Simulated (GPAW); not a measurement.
## BN: single point with PBE

BN:

```
CELL_PARAMETERS angstrom
2.55394 0.00000 0.00000
-1.27697 2.21178 0.00000
0.00000 0.00000 4.22685
ATOMIC_POSITIONS crystal
N 0.33349 0.65369 0.12233
N 0.66826 0.32131 0.62147
B 0.32327 0.67179 0.48849
B 0.69674 0.34690 0.99522
```

The cell comes from a database or a generator and needn't be the stable form of this composition.

The cell isn't the ideal one: atoms moved at random, drawn with an rms of 0.05 Å.

```
Program             : GPAW 26.7.0
Task                : single point
Functional          : PBE
Potentials or basis : GPAW PAW data sets (gpaw-data 1.2.1)
Cutoff              : 800 eV
Basis               : pw
k mesh              : 12 × 12 × 6
Occupations         : fermi-dirac, width 0.05 eV
Spin                : no spin polarisation
```

The pressure is 0.1 GPa and the largest force is 1.825 eV/Å. The band gap on the k mesh is 4.48 eV, indirect (least direct gap 7.38 eV).

Forces on the atoms (eV/Å):
```
N    0.739  1.248 -0.356
N   -0.604  0.927 -0.349
B    1.050 -0.829  1.043
B   -1.185 -1.346 -0.337
```

Stress tensor (GPa, compression positive):
```
 0.98  1.08  0.75
 1.08  0.16  1.21
 0.75  1.21 -0.85
```

Levels at points of the mesh, in eV from the valence-band top:
| k point | band 6 | band 7 | band 8 | band 9 | band 10 | band 11 |
| --- | --- | --- | --- | --- | --- | --- |
| (0.00, 0.00, 0.00) | -1.03 | -0.60 | 0.00 | 7.38 | 7.92 | 8.25 |
| (0.00, 0.00, 0.50) | -1.90 | -1.20 | -0.95 | 8.34 | 8.50 | 9.04 |
| (0.00, 0.50, 0.00) | -5.47 | -4.90 | -2.45 | 6.02 | 7.27 | 10.02 |
| (0.00, 0.50, 0.50) | -4.30 | -4.00 | -3.72 | 5.87 | 6.18 | 9.21 |
| (0.50, 0.00, 0.00) | -5.22 | -5.15 | -2.24 | 6.23 | 7.40 | 9.73 |
| (0.50, 0.00, 0.50) | -4.26 | -3.89 | -3.68 | 5.98 | 6.04 | 9.51 |
| (0.50, 0.50, 0.00) | -5.47 | -4.85 | -2.57 | 6.00 | 7.16 | 9.81 |
| (0.50, 0.50, 0.50) | -4.32 | -4.07 | -3.78 | 5.93 | 6.15 | 9.14 |

It took 4.3 min on 1 thread of Intel(R) Xeon(R) Platinum 8259CL CPU @ 2.50GHz (Skylake/Cascade Lake), with other jobs on the host, peak memory 0.42 GiB.

A k mesh can miss the band edges.
